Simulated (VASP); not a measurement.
# Te2Mo in VASP: further runs

Runs on Te2Mo. Level: PBE+D3(BJ). Tasks: relaxation of cell and atoms.

Program: VASP 6.6.1. These are calculated values, not measurements. Logs are shortened: lines on timing, memory, paths and dates and some standing lists are left out, and cuts for length are marked.

### 1 The slab as given

The cell holds a slab with vacuum, 3 atoms: a = 3.518 Å, b = 3.518 Å, c = 21.605 Å, α = 90.00°, β = 90.00°, γ = 120.00°.

### 2 Relaxation of cell and atoms, PBE+D3(BJ)

INCAR reads:

```
ALGO = Normal
EDIFF = 1E-6
EDIFFG = -0.01
ENCUT = 600
GGA = PE
IBRION = 2
ISIF = 3
ISMEAR = 0
IVDW = 12
KPAR = 8
LASPH = True
LATTICE_CONSTRAINTS = .TRUE. .TRUE. .FALSE.
LCHARG = False
LREAL = False
LWAVE = False
NELM = 80
NSW = 90
PREC = Accurate
SIGMA = 0.03
```

KPOINTS reads:

```
k-points
0
Gamma
  12 12 1
```

POSCAR reads:

```
Te2Mo
1.0
    3.5182000000      0.0000000000      0.0000000000
   -1.7591000000      3.0468505800      0.0000000000
    0.0000000000      0.0000000000     21.6051888000
Te Mo
2 1
Direct
    0.3333333300      0.6666666700      0.4165666000
    0.3333333300      0.6666666700      0.5834334000
    0.6666666700      0.3333333300      0.5000000000
```

Potentials or basis: VASP PAW PBE potentials, release 64 (Te, Mo_sv).

Launch:

```
cat potpaw_PBE.64/Te/POTCAR potpaw_PBE.64/Mo_sv/POTCAR > POTCAR
mpirun -np 8 vasp_std > vasp.out
```

OUTCAR:

```text
EDIFF = 1E-6
   EDIFFG = -0.01
   ENCUT = 600
   GGA = PE
   IBRION = 2
   ISIF = 3
   ISMEAR = 0
   IVDW = 12
   LASPH = True
   LREAL = False
   NELM = 80
   NSW = 90
   PREC = Accurate
 IVDW          = 12

 ion  position               nearest neighbor table
   1  0.333  0.667  0.417-   3 2.72   3 2.72   3 2.72   2 3.61
   2  0.333  0.667  0.583-   3 2.72   3 2.72   3 2.72   1 3.61
   3  0.667  0.333  0.500-   1 2.72   2 2.72   1 2.72   2 2.72   1 2.72   2 2.72

  LATTYP: Found a hexagonal cell.
 ALAT       =     3.5182000000
 C/A-ratio  =     6.1409780001

  Lattice vectors:

 A1 = (   3.5182000000,   0.0000000000,   0.0000000000)
 A2 = (  -1.7591000000,   3.0468505800,   0.0000000000)
 A3 = (   0.0000000000,   0.0000000000,  21.6051888000)

Analysis of symmetry for initial positions (statically):
=====================================================================
 Subroutine PRICEL returns:
 Original cell was already a primitive cell.

 Routine SETGRP: Setting up the symmetry group for a
 hexagonal supercell.

 Subroutine GETGRP returns: Found 12 space group operations
 (whereof 12 operations were pure point group operations)
 out of a pool of 24 trial point group operations.

The static configuration has the point symmetry D_3h.

Analysis of symmetry for dynamics (positions and initial velocities):
=====================================================================
 Subroutine PRICEL returns:
 Original cell was already a primitive cell.

 Routine SETGRP: Setting up the symmetry group for a
 hexagonal supercell.

 Subroutine GETGRP returns: Found 12 space group operations
 (whereof 12 operations were pure point group operations)
 out of a pool of 24 trial point group operations.

The dynamic configuration has the point symmetry D_3h.

 Subroutine INISYM returns: Found 12 space group operations
 (whereof 12 operations are pure point group operations),
 and found     1 'primitive' translations

----------------------------------------------------------------------------------------

                                     Primitive cell

  volume of cell :     231.5953

  direct lattice vectors                    reciprocal lattice vectors
     3.518200000  0.000000000  0.000000000     0.284236257  0.164103879  0.000000000
    -1.759100000  3.046850580  0.000000000     0.000000000  0.328207759  0.000000000
     0.000000000  0.000000000 21.605188800     0.000000000  0.000000000  0.046285178

  length of vectors
     3.518200000  3.518200004 21.605188800     0.328207759  0.328207759  0.046285178

  position of ions in fractional coordinates (direct lattice)
     0.333333330  0.666666670  0.416566600
     0.333333330  0.666666670  0.583433400
     0.666666670  0.333333330  0.500000000

  ion indices of the primitive-cell ions
   primitive index   ion index
                 1           1
                 2           2
                 3           3

----------------------------------------------------------------------------------------

 KPOINTS: k-points

Automatic generation of k-mesh.
 Grid dimensions read from file:
 generate k-points for:   12   12    1

 Generating k-lattice:

  Cartesian coordinates                     Fractional coordinates (reciprocal lattice)
     0.023686355  0.013675323  0.000000000     0.083333333  0.000000000  0.000000000
     0.000000000  0.027350647  0.000000000     0.000000000  0.083333333  0.000000000
     0.000000000  0.000000000  0.046285178     0.000000000  0.000000000  1.000000000

  Length of vectors
     0.027350647  0.027350647  0.046285178

  Shift w.r.t. Gamma in fractional coordinates (k-lattice)
     0.000000000  0.000000000  0.000000000

 Subroutine IBZKPT returns following result:
 ===========================================

 Found     19 irreducible k-points:

 Following reciprocal coordinates:
            Coordinates               Weight
  0.000000  0.000000  0.000000      1.000000
  0.083333 -0.000000  0.000000      6.000000
  0.166667 -0.000000  0.000000      6.000000
  0.250000 -0.000000  0.000000      6.000000
  0.333333 -0.000000  0.000000      6.000000
  0.416667 -0.000000  0.000000      6.000000
[... 11 lines left out ...]
  0.333333  0.250000  0.000000     12.000000
  0.333333  0.333333  0.000000      2.000000
   k-points           NKPTS =     19   k-points in BZ     NKDIM =     19   number of bands    NBANDS=     17
   number of dos      NEDOS =    301   number of ions     NIONS =      3
   total plane-waves  NPLWV = 141120
   dimension x,y,z NGX =    28 NGY =   28 NGZ =  180
   dimension x,y,z NGXF=    56 NGYF=   56 NGZF=  360
   ions per type =               2   1
   NGX,Y,Z   is equivalent  to a cutoff of  13.23, 13.23, 13.85 a.u.
   NGXF,Y,Z  is equivalent  to a cutoff of  26.46, 26.46, 27.70 a.u.
 SYSTEM =  unknown system
   PREC   = accura    normal or accurate (medium, high low for compatibility)
   ISTART =      0    job   : 0-new  1-cont  2-samecut
   ICHARG =      2    charge: 1-file 2-atom 10-const
   ISPIN  =      1    spin polarized calculation?
   LNONCOLLINEAR =      F non collinear calculations
   LSORBIT =      F    spin-orbit coupling
   LASPH  =      T    aspherical Exc in radial PAW
   ENCUT  =  600.0 eV  44.10 Ry    6.64 a.u.   7.03  7.03 43.15*2*pi/ulx,y,z
   NELM   =     80;   NELMIN=  2; NELMDL= -5     # of ELM steps
   EDIFF  = 0.1E-05   stopping-criterion for ELM
   LREAL  =      F    real-space projection
   EDIFFG = -.1E-01   stopping-criterion for IOM
   NSW    =     90    number of steps for IOM
   IBRION =      2    ionic relax: 0-MD 1-quasi-New 2-CG
   NFREE  =      1    steps in history (QN), initial steepest desc. (CG)
   ISIF   =      3    stress and relaxation
   ISYM   =      2    0-nonsym 1-usesym 2-fastsym
   POTIM  = 0.5000    time-step for ionic-motion
   TEBEG  =    0.0;   TEEND  =   0.0 temperature during run
   PSTRESS=    0.0 pullay stress
   NELECT =      26.0000    total number of electrons
   NUPDOWN=      -1.0000    fix difference up-down
   EMIN   =  10.00;   EMAX   =-10.00  energy-range for DOS
   EFERMI =   0.00;   METHOD = LEGACY
   ISMEAR =     0;   SIGMA  =   0.03  broadening in eV -4-tet -1-fermi 0-gaus
   EFERMI_NEDOS =   21; number of points for ismear=-14 and -15
   IALGO  =     38    algorithm
   IMIX   =      4    mixing-type and parameters
     AMIX     =   0.40;   BMIX     =  1.00
     AMIX_MAG =   1.60;   BMIX_MAG =  1.00
  volume/ion in A,a.u.               =      77.20       520.96
  Fermi-wavevector in a.u.,A,eV,Ry     =   0.789750  1.492410  8.486012  0.623704
  Thomas-Fermi vector in A             =   1.894954
   LORBIT       =      0    0 simple, 1 ext, 2 COOP (PROOUT), +10 PAW based schemes
   GGA     = PE    functional components
   LHFCALC =     F    Hartree Fock is set to
   AEXX    =    0.0000 exact exchange contribution
   IVDW    =    12    specifies the selected vdW correction
   LEPSILON=     F    determine dielectric tensor
   LRPA    =     F    only Hartree local field effects (RPA)
 conjugate gradient relaxation of ions
 non-spin polarized calculation
 Gauss-broadening in eV      SIGMA  =   0.03
  energy-cutoff  :      600.00
  volume of cell :      231.60
 maximum number of plane-waves:      7761
   NGX = 15   NGY = 15   NGZ = 87

--------------------------------------- Ionic step        1  -------------------------------------------

 number of electron      26.0000001 magnetization

 Free energy of the ion-electron system (eV)
  ---------------------------------------------------
  ext. energy  EPLUGINS =         0.00000000
  ---------------------------------------------------
  free energy    TOTEN  =       -18.01186218 eV

  energy without entropy =      -18.01186218  energy(sigma->0) =      -18.01186218

------------------------ aborting loop because EDIFF is reached ----------------------------------------

 Edisp (eV)   -1.19738

 E8    (eV) :    -0.5825

  FORCE on cell =-STRESS in cart. coord.  units (eV):
  Direction    XX          YY          ZZ          XY          YZ          ZX
  --------------------------------------------------------------------------------------
  -------------------------------------------------------------------------------------
  Total      -0.13858    -0.13858     0.46681     0.00000     0.00000    -0.00000
  in kB      -0.95869    -0.95869     3.22939     0.00000     0.00000    -0.00000
  external pressure =        0.44 kB  Pullay stress =        0.00 kB

 VOLUME and BASIS-vectors are now :
 -----------------------------------------------------------------------------
  energy-cutoff  :      600.00
  volume of cell :      231.60
      direct lattice vectors                 reciprocal lattice vectors
     3.518200000  0.000000000  0.000000000     0.284236257  0.164103879  0.000000000
    -1.759100000  3.046850580  0.000000000     0.000000000  0.328207759  0.000000000
     0.000000000  0.000000000 21.605188800     0.000000000  0.000000000  0.046285178
[... 165 lines left out ...]
 POSITION                                       TOTAL-FORCE (eV/Angst)
 -----------------------------------------------------------------------------------
     -0.00000      2.02347      8.98320        -0.000000      0.000000      0.025963
     -0.00000      2.02347     12.62199        -0.000000      0.000000     -0.025963
      1.75238      1.01174     10.80259         0.000000      0.000000      0.000000
 -----------------------------------------------------------------------------------
    total drift:                               -0.000026      0.000015      0.000000

  FREE ENERGIE OF THE ION-ELECTRON SYSTEM (eV)
  ---------------------------------------------------
  free  energy   TOTEN  =       -19.2119312061 eV

  energy  without entropy=      -19.2119312061  energy(sigma->0) =      -19.21193121

--------------------------------------- Ionic step        6  -------------------------------------------

 number of electron      26.0000000 magnetization

 Free energy of the ion-electron system (eV)
  ---------------------------------------------------
  ext. energy  EPLUGINS =         0.00000000
  ---------------------------------------------------
  free energy    TOTEN  =       -18.00814651 eV

  energy without entropy =      -18.00814651  energy(sigma->0) =      -18.00814651

 E-fermi :  -0.3387     XC(G=0):  -3.9151

 val. band max:       -0.6435497569   @ k =   0.3333   0.3333   0.0000
 cond. band min:       0.5495030145   @ k =   0.3333   0.3333   0.0000
 fundamental gap:      1.1930527714
 Fermi energy:        -0.3387450004

 k-point     1 :       0.0000    0.0000    0.0000
  band No.  band energies     occupation
      1     -61.2975      2.00000
      2     -35.4753      2.00000
      3     -35.3307      2.00000
      4     -35.3307      2.00000
      5     -13.3496      2.00000
      6     -12.4224      2.00000
[... 9 lines left out ...]
     16       2.8423      0.00000
     17       2.8423      0.00000
[... 384 lines left out ...]
 POSITION                                       TOTAL-FORCE (eV/Angst)
 -----------------------------------------------------------------------------------
     -0.00000      2.02219      8.98437         0.000000     -0.000000     -0.001514
     -0.00000      2.02219     12.62082         0.000000     -0.000000      0.001514
      1.75126      1.01109     10.80259        -0.000000      0.000000      0.000000
 -----------------------------------------------------------------------------------
    total drift:                               -0.000025      0.000015      0.000000

  FREE ENERGIE OF THE ION-ELECTRON SYSTEM (eV)
  ---------------------------------------------------
  free  energy   TOTEN  =       -19.2120147765 eV

  energy  without entropy=      -19.2120147765  energy(sigma->0) =      -19.21201478

 reached required accuracy - stopping structural energy minimisation
```

Run time: 3.7 min. Hardware: 8 MPI ranks of AMD EPYC 7R43 (Zen 3), shared host; peak memory 0.45 GiB.

What came out:

* Free energy: -19.2120 eV
* Relaxed volume: 76.51 Å³/atom
* Relaxed cell: a = 3.503 Å, b = 3.503 Å, c = 21.605 Å, α = 90.00°, β = 90.00°, γ = 120.00°
* Space group after relaxing (to 0.05 Å): P-6m2 (No. 187)
* Energy gained by relaxing: 0.9 meV/atom
* Ionic steps: 6
* Band gap on the k mesh: 1.19 eV, direct
* Dispersion energy per atom: -0.401 eV

Step by step:
| step | energy change (eV) | largest force (eV/Å) | pressure (GPa) | volume (Å³) |
| --- | --- | --- | --- | --- |
| 1 | 0.0000 | 0.1367 | 0.04 | 231.60 |
| 2 | -0.0019 | 0.0857 | 0.05 | 230.56 |
| 3 | -0.0027 | 0.0287 | 0.05 | 229.40 |
| 4 | -0.0027 | 0.0236 | 0.05 | 229.30 |
| 5 | -0.0027 | 0.0260 | -0.07 | 229.83 |
| 6 | -0.0028 | 0.0015 | -0.01 | 229.54 |

Final structure:
```yaml
crystal:
  lattice:
    - [3.50253, 0.00000, 0.00000]
    - [-1.75126, 3.03328, 0.00000]
    - [0.00000, 0.00000, 21.60519]
  atoms:
    - { symbol: Te, position: [0.33333, 0.66667, 0.41584] }
    - { symbol: Te, position: [0.33333, 0.66667, 0.58416] }
    - { symbol: Mo, position: [0.66667, 0.33333, 0.50000] }
```

Caveat: spin-orbit coupling is left out, which moves the levels of the heavy elements.

### 3 Relaxation of cell and atoms, PBE+D3(BJ)

This run uses another cell than the first one, of 76.51 Å³/atom, 0.991 times its volume.

INCAR, as its differences from that of step 2:

```diff
@@ -1,4 +1,4 @@
 ALGO = Normal
-EDIFF = 1E-6
-EDIFFG = -0.01
+EDIFF = 1E-7
+EDIFFG = -0.005
 ENCUT = 600
```

KPOINTS is that of step 2.

POSCAR reads:

```
Te2Mo                                   
1.0
    3.5025290833      0.0000000000      0.0000000000
   -1.7512645417      3.0332791680      0.0000000000
    0.0000000000      0.0000000000     21.6051888000
  Te              Mo            
     2     1
Direct
     0.3333333300000021    0.6666666699999979    0.4158430858420948
     0.3333333300000021    0.6666666699999979    0.5841569141579052
     0.6666666699999979    0.3333333300000021    0.5000000000000000
```

Potentials or basis: VASP PAW PBE potentials, release 64 (Te, Mo_sv).

Launch:

```
cat potpaw_PBE.64/Te/POTCAR potpaw_PBE.64/Mo_sv/POTCAR > POTCAR
mpirun -np 8 vasp_std > vasp.out
```

Wall time 88 s (8 MPI ranks of AMD EPYC 7R43 (Zen 3), shared host); peak memory 0.42 GiB.

Results (log left out):

- Free energy: -19.2119 eV
- Band gap on the k mesh: 1.19 eV, direct
- Dispersion energy per atom: -0.401 eV

Final structure:
```
Te Mo
1.0
     3.50253    0.00000    0.00000
    -1.75126    3.03328    0.00000
     0.00000    0.00000   21.60519
Te Mo
2 1
Direct
  0.33333 0.66667 0.41584
  0.33333 0.66667 0.58416
  0.66667 0.33333 0.50000
```

Levels at points of the mesh, in eV from the valence-band top:
| k point | band 10 | band 11 | band 12 | band 13 | band 14 | band 15 | band 16 | band 17 |
| --- | --- | --- | --- | --- | --- | --- | --- | --- |
| (0.00, 0.00, 0.00) | -1.60 | -0.82 | -0.82 | -0.58 | 3.21 | 3.21 | 3.49 | 3.49 |
| (0.50, 0.00, 0.00) | -2.27 | -1.72 | -0.78 | -0.21 | 1.50 | 1.80 | 3.31 | 3.73 |

Caveat: the relaxation stopped at its first step, so nothing moved; spin-orbit coupling is left out, which moves the levels of the heavy elements.
